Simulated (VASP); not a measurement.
# SiC (P6_3mc) in VASP: a series of runs

The runs below take SiC through relaxation of cell and atoms, vibrations by finite differences, with PBE+D3(BJ).

All numbers are computed with VASP 6.6.1; they aren't measurements. Logs are shortened: lines on timing, memory, paths and dates and some standing lists are left out, and cuts for length are marked.

**1. The structure**

Symmetry: P6_3mc, No. 186, hexagonal system. The conventional cell has a = 3.076 Å, b = 3.076 Å, c = 5.048 Å, α = 90.00°, β = 90.00°, γ = 120.00°. Around Si (site symmetry 3m) lie 4 C at 1.87 to 1.94 Å. C (site symmetry 3m) has 4 Si at 1.87 to 1.94 Å as nearest neighbours.

**2. Relaxation of cell and atoms, PBE+D3(BJ)**

INCAR

```
SYSTEM = SiC
PREC = Accurate
ENCUT = 520
EDIFF = 1E-7
ISMEAR = 0
SIGMA = 0.02
LREAL = .FALSE.
LASPH = .TRUE.
NELM = 80
ALGO = Fast
ISIF = 3
LWAVE = .FALSE.
LCHARG = .FALSE.
GGA = PE
IVDW = 12
IBRION = 2
NSW = 80
EDIFFG = -0.002
KPAR = 4
```

KPOINTS

```
regular mesh
0
G
  12 12 6
  0 0 0
```

POSCAR

```
SiC
1.0
    3.0760000000      0.0000000000      0.0000000000
   -1.5380000000      2.6638941400      0.0000000000
    0.0000000000      0.0000000000      5.0480000000
Si C
2 2
Direct
    0.3333333300      0.6666666700      0.0000000000
    0.6666666700      0.3333333300      0.5000000000
    0.3333333300      0.6666666700      0.3850000000
    0.6666666700      0.3333333300      0.8850000000
```

Potentials or basis: VASP PAW PBE potentials, release 64 (Si, C).

Run with:

```console
$ cat potpaw_PBE.64/Si/POTCAR potpaw_PBE.64/C/POTCAR > POTCAR
$ mpirun -np 4 vasp_std > vasp.out
```

OUTCAR:

```text
SYSTEM = SiC
   PREC = Accurate
   ENCUT = 520
   EDIFF = 1E-7
   ISMEAR = 0
   LREAL = .FALSE.
   LASPH = .TRUE.
   NELM = 80
   ISIF = 3
   GGA = PE
   IVDW = 12
   IBRION = 2
   NSW = 80
   EDIFFG = -0.002
 IVDW          = 12

 ion  position               nearest neighbor table
   1  0.333  0.667  0.000-   4 1.87   4 1.87   4 1.87   3 1.94   2 3.09   2 3.09   2 3.09   2 3.09
                             2 3.09   2 3.09
   2  0.667  0.333  0.500-   3 1.87   3 1.87   3 1.87   4 1.94   1 3.09   1 3.09   1 3.09   1 3.09
                             1 3.09   1 3.09
   3  0.333  0.667  0.385-   2 1.87   2 1.87   2 1.87   1 1.94
   4  0.667  0.333  0.885-   1 1.87   1 1.87   1 1.87   2 1.94

  LATTYP: Found a hexagonal cell.
 ALAT       =     3.0760000000
 C/A-ratio  =     1.6410923277

  Lattice vectors:

 A1 = (   3.0760000000,   0.0000000000,   0.0000000000)
 A2 = (  -1.5380000000,   2.6638941400,   0.0000000000)
 A3 = (   0.0000000000,   0.0000000000,   5.0480000000)

Analysis of symmetry for initial positions (statically):
=====================================================================
 Subroutine PRICEL returns:
 Original cell was already a primitive cell.

 Routine SETGRP: Setting up the symmetry group for a
 hexagonal supercell.

 Subroutine GETGRP returns: Found 12 space group operations
 (whereof  6 operations were pure point group operations)
 out of a pool of 24 trial point group operations.

The static configuration has the point symmetry C_3v.
 The point group associated with its full space group is C_6v.

Analysis of symmetry for dynamics (positions and initial velocities):
=====================================================================
 Subroutine PRICEL returns:
 Original cell was already a primitive cell.

 Routine SETGRP: Setting up the symmetry group for a
 hexagonal supercell.

 Subroutine GETGRP returns: Found 12 space group operations
 (whereof  6 operations were pure point group operations)
 out of a pool of 24 trial point group operations.

The dynamic configuration has the point symmetry C_3v.
 The point group associated with its full space group is C_6v.

 Subroutine INISYM returns: Found 12 space group operations
 (whereof  6 operations are pure point group operations),
 and found     1 'primitive' translations

----------------------------------------------------------------------------------------

                                     Primitive cell

  volume of cell :      41.3640

  direct lattice vectors                    reciprocal lattice vectors
     3.076000000  0.000000000  0.000000000     0.325097529  0.187695146  0.000000000
    -1.538000000  2.663894140  0.000000000     0.000000000  0.375390292  0.000000000
[... 91 lines left out ...]
   EDIFFG = -.2E-02   stopping-criterion for IOM
   NSW    =     80    number of steps for IOM
   IBRION =      2    ionic relax: 0-MD 1-quasi-New 2-CG
   NFREE  =      1    steps in history (QN), initial steepest desc. (CG)
   ISIF   =      3    stress and relaxation
   ISYM   =      2    0-nonsym 1-usesym 2-fastsym
   POTIM  = 0.5000    time-step for ionic-motion
   TEBEG  =    0.0;   TEEND  =   0.0 temperature during run
   PSTRESS=    0.0 pullay stress
   NELECT =      16.0000    total number of electrons
   NUPDOWN=      -1.0000    fix difference up-down
   EMIN   =  10.00;   EMAX   =-10.00  energy-range for DOS
   EFERMI =   0.00;   METHOD = LEGACY
   ISMEAR =     0;   SIGMA  =   0.02  broadening in eV -4-tet -1-fermi 0-gaus
   EFERMI_NEDOS =   21; number of points for ismear=-14 and -15
   IALGO  =     68    algorithm
   IMIX   =      4    mixing-type and parameters
     AMIX     =   0.40;   BMIX     =  1.00
     AMIX_MAG =   1.60;   BMIX_MAG =  1.00
  volume/ion in A,a.u.               =      10.34        69.78
  Fermi-wavevector in a.u.,A,eV,Ry     =   1.192817  2.254098 19.358549  1.422813
  Thomas-Fermi vector in A             =   2.328847
   LORBIT       =      0    0 simple, 1 ext, 2 COOP (PROOUT), +10 PAW based schemes
   GGA     = PE    functional components
   LHFCALC =     F    Hartree Fock is set to
   AEXX    =    0.0000 exact exchange contribution
   IVDW    =    12    specifies the selected vdW correction
   LEPSILON=     F    determine dielectric tensor
   LRPA    =     F    only Hartree local field effects (RPA)
 conjugate gradient relaxation of ions
 non-spin polarized calculation
 RMM-DIIS sequential band-by-band and
 Gauss-broadening in eV      SIGMA  =   0.02
  energy-cutoff  :      520.00
  volume of cell :       41.36
 maximum number of plane-waves:      1132
 NGX is ok and might be reduce to    24
   NGX = 11   NGY = 11   NGZ = 19

--------------------------------------- Ionic step        1  -------------------------------------------

 number of electron      16.0000000 magnetization

 Free energy of the ion-electron system (eV)
  ---------------------------------------------------
  ext. energy  EPLUGINS =         0.00000000
  ---------------------------------------------------
  free energy    TOTEN  =       -30.06728676 eV

  energy without entropy =      -30.06728676  energy(sigma->0) =      -30.06728676

------------------------ aborting loop because EDIFF is reached ----------------------------------------

 Edisp (eV)   -1.20305

 E8    (eV) :    -0.4516
[... 243 lines left out ...]
--------------------------------------- Ionic step        7  -------------------------------------------

 number of electron      15.9999999 magnetization

 Free energy of the ion-electron system (eV)
  ---------------------------------------------------
  ext. energy  EPLUGINS =         0.00000000
  ---------------------------------------------------
  free energy    TOTEN  =       -30.09712186 eV

  energy without entropy =      -30.09712186  energy(sigma->0) =      -30.09712186

 E-fermi :   8.4818     XC(G=0): -11.3768

 val. band max:        8.3293289213   @ k =   0.0000   0.0000   0.0000
 cond. band min:      10.5928400894   @ k =   0.3333   0.3333   0.0000
 fundamental gap:      2.2635111681
 Fermi energy:         8.4817671229

 k-point     1 :       0.0000    0.0000    0.0000
  band No.  band energies     occupation
      1      -7.2890      2.00000
      2      -3.6989      2.00000
      3      -0.4039      2.00000
      4       7.0093      2.00000
      5       7.0093      2.00000
      6       8.2167      2.00000
      7       8.3293      2.00000
      8       8.3293      2.00000
      9      13.1835      0.00000
     10      14.6040      0.00000
     11      15.0306      0.00000
     12      15.0306      0.00000
[... 331 lines left out ...]
 k-point    24 :       0.3333    0.0000    0.1667
  band No.  band energies     occupation
      1      -5.3029      2.00000
      2      -2.7310      2.00000
      3       0.9844      2.00000
      4       2.6641      2.00000
      5       3.5424      2.00000
      6       5.4701      2.00000
      7       6.7203      2.00000
      8       7.2240      2.00000
      9      11.7339      0.00000
     10      12.8302      0.00000
     11      15.2000      0.00000
     12      16.1978      0.00000

 [... further k-points ...]

------------------------ aborting loop because EDIFF is reached ----------------------------------------

 Edisp (eV)   -1.21047

 E8    (eV) :    -0.4543
[... 27 lines left out ...]
  FREE ENERGIE OF THE ION-ELECTRON SYSTEM (eV)
  ---------------------------------------------------
  free  energy   TOTEN  =       -31.3075884784 eV

  energy  without entropy=      -31.3075884784  energy(sigma->0) =      -31.30758848

 reached required accuracy - stopping structural energy minimisation
```

Wall time 34 s (4 MPI ranks of Intel Xeon Platinum 8259CL at 2.50GHz (Skylake/Cascade Lake), shared host); peak memory 0.18 GiB.

What came out:

- Free energy: -31.3076 eV
- Relaxed volume: 10.28 Å³/atom
- Relaxed cell: a = 3.070 Å, b = 3.070 Å, c = 5.038 Å, α = 90.00°, β = 90.00°, γ = 120.00°
- Space group after relaxing (to 0.05 Å): P6_3mc (No. 186)
- Energy gained by relaxing: 9.3 meV/atom
- Ionic steps: 7
- Pressure after relaxing: 0.0 GPa
- Band gap on the k mesh: 2.26 eV, indirect (least direct gap 3.98 eV)
- Dispersion energy per atom: -0.303 eV

The path:
```csv
step,energy change (eV),largest force (eV/Å),pressure (GPa),volume (Å³)
1,0.0000,0.7526,-1.05,41.36
2,-0.0038,0.6994,1.10,40.96
3,-0.0343,0.0666,-0.20,41.15
4,-0.0371,0.0049,0.31,41.06
5,-0.0372,0.0062,0.23,41.07
6,-0.0372,0.0051,-0.18,41.15
7,-0.0372,0.0001,0.01,41.11
```

Final structure:
```yaml
crystal:
  lattice:
    - [3.06978, 0.00000, 0.00000]
    - [-1.53489, 2.65851, 0.00000]
    - [0.00000, 0.00000, 5.03770]
  atoms:
    - { symbol: Si, position: [0.33333, 0.66667, 0.00460] }
    - { symbol: Si, position: [0.66667, 0.33333, 0.50460] }
    - { symbol: C, position: [0.33333, 0.66667, 0.38040] }
    - { symbol: C, position: [0.66667, 0.33333, 0.88040] }
```

**3. Relaxation of cell and atoms, PBE+D3(BJ)**

This run uses another cell than the first one, of 10.28 Å³/atom, 0.994 times its volume.

INCAR is that of step 2.

KPOINTS is that of step 2.

POSCAR

```
SiC                                     
1.0
    3.0697818762     -0.0000000000     -0.0000000000
   -1.5348909381      2.6585090869      0.0000000000
   -0.0000000000      0.0000000000      5.0376998455
  Si              C             
     2     2
Direct
     0.3333333300000021    0.6666666699999979    0.0046027358413260
     0.6666666699999979    0.3333333300000021    0.5046027358413261
     0.3333333300000021    0.6666666699999979    0.3803972641586719
     0.6666666699999979    0.3333333300000021    0.8803972641586719
```

Potentials or basis: VASP PAW PBE potentials, release 64 (Si, C).

Run with:

```console
$ cat potpaw_PBE.64/Si/POTCAR potpaw_PBE.64/C/POTCAR > POTCAR
$ mpirun -np 4 vasp_std > vasp.out
```

Run time: 10 s. Hardware: 4 MPI ranks of Intel Xeon Platinum 8259CL at 2.50GHz (Skylake/Cascade Lake), shared host; peak memory 0.18 GiB.

The run converged. Its results:

- Free energy: -31.3075 eV
- Pressure after relaxing: 0.0 GPa
- Band gap on the k mesh: 2.26 eV, indirect (least direct gap 3.98 eV)
- Dispersion energy per atom: -0.303 eV

Final structure:
```cif
data_structure
_symmetry_space_group_name_H-M 'P 1'
_symmetry_Int_Tables_number 1
_cell_length_a 3.0698
_cell_length_b 3.0698
_cell_length_c 5.0377
_cell_angle_alpha 90.000
_cell_angle_beta 90.000
_cell_angle_gamma 120.000
_cell_volume 41.11
loop_
_atom_site_label
_atom_site_type_symbol
_atom_site_fract_x
_atom_site_fract_y
_atom_site_fract_z
_atom_site_occupancy
Si1 Si 0.33333 0.66667 0.00460 1
Si2 Si 0.66667 0.33333 0.50460 1
C1 C 0.33333 0.66667 0.38040 1
C2 C 0.66667 0.33333 0.88040 1
```

Levels at points of the mesh, in eV from the valence-band top:
```
           k point  band 4  band 5  band 6  band 7  band 8  band 9  band 10  band 11  band 12
(0.00, 0.00, 0.00)   -1.32   -1.32   -0.11    0.00    0.00    4.85     6.28     6.70     6.70
(0.50, 0.00, 0.00)   -6.30   -5.45   -3.33   -3.30   -1.20    2.79     4.23     6.93     7.15
(0.00, 0.00, 0.50)   -4.45   -0.71   -0.71   -0.71   -0.71    5.95     5.95     7.38     7.39
(0.50, 0.00, 0.50)   -8.29   -2.45   -2.45   -2.34   -2.34    3.30     3.30     5.28     5.28
```

Caveat: the relaxation stopped at its first step, so nothing moved.

**4. Vibrations by finite differences, PBE+D3(BJ)**

This run uses another cell than the first one, of 10.28 Å³/atom, 0.994 times its volume.

INCAR

```
SYSTEM = SiC
  PREC = Accurate
  ENCUT = 520
  EDIFF = 1E-8
  ISMEAR = 0
  SIGMA = 0.02
  LREAL = .FALSE.
  LASPH = .TRUE.
  NELM = 80
  ALGO = Fast
  ISIF = 2
  LWAVE = .FALSE.
  LCHARG = .FALSE.
  GGA = PE
  IVDW = 12
  IBRION = 6
  NFREE = 2
  POTIM = 0.015
  NSW = 1
  KPAR = 4
```

KPOINTS is that of step 3.

POSCAR

```
SiC                                     
1.0
    3.0697818762      0.0000000000      0.0000000000
   -1.5348909381      2.6585090869      0.0000000000
    0.0000000000      0.0000000000      5.0376998455
  Si              C             
     2     2
Direct
     0.3333333300000021    0.6666666699999979    0.0046027358413241
     0.6666666699999979    0.3333333300000021    0.5046027358413241
     0.3333333300000021    0.6666666699999979    0.3803972641586739
     0.6666666699999979    0.3333333300000021    0.8803972641586739
```

Run with:

```console
$ cat potpaw_PBE.64/Si/POTCAR potpaw_PBE.64/C/POTCAR > POTCAR
$ mpirun -np 4 vasp_std > vasp.out
```

Wall time 2.3 min (4 MPI ranks of Intel Xeon Platinum 8259CL at 2.50GHz (Skylake/Cascade Lake), shared host); peak memory 0.43 GiB.

The run converged. Its results:

```yaml
Highest_phonon_frequency_at_Γ_LO-TO_splitting_left_out: 836 cm⁻¹
Dispersion_energy_per_atom: -0.303 eV
```

Phonon frequencies in cm⁻¹ (negative: imaginary):
```tsv
q point	frequencies
(0.000, 0.000, 0.000)	0 0 0 257 257 596 764 764 768 797 797 836
```
